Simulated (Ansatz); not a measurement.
**La under changes of volume**

One of the cells (38.320 Å³/atom); the others are scaled copies at fixed shape and fractional positions:

```
La
1.0
    -2.12383    2.12383    2.12383
     2.12383   -2.12383    2.12383
     2.12383    2.12383   -2.12383
La
1
Direct
  0.00000 0.00000 0.00000
```

This isn't the form of La at room conditions, which is double hcp.

```yaml
Program: Ansatz 0.2.0
Functional: r2SCAN
Potentials_or_basis: Ansatz PAW
Cutoff: "500 eV (not typed: the program's choice for these potentials)"
k_mesh: 9 × 9 × 9
Occupations: fermi-dirac, width 0.05 eV
Spin: no spin polarisation
```

```tsv
volume (Å³/atom)	energy over the lowest point (meV/atom)	pressure (GPa)
36.020	?	?
36.787	2.26	0.8
37.553	0.00	0.3
38.320	0.20	-0.2
39.086	2.69	-0.7
39.852	7.27	-1.1
40.619	13.76	-1.5
```

Task: What does the run at 36.020 Å³/atom give?

Result: Energy over the lowest point 7.24 meV/atom; pressure 1.4 GPa.

Worked out: A Birch-Murnaghan fit of order 3 (a polynomial in V^(-2/3)) to the other rows has its minimum at 37.87 Å³/atom with B0 = V·E''(V) = 25 GPa and B' = 3.3. It gives 7.24 meV/atom at 36.020 Å³/atom, against the run's 7.24, and -dE/dV = 1.3 GPa, against 1.4.

Energies are extrapolated to zero smearing.

Caveats: the magnetic or orbital state may not be the lowest; the PAW data sets come from PBE, with cores solved anew for the run's functional, which leaves a small shift of forces and pressure.
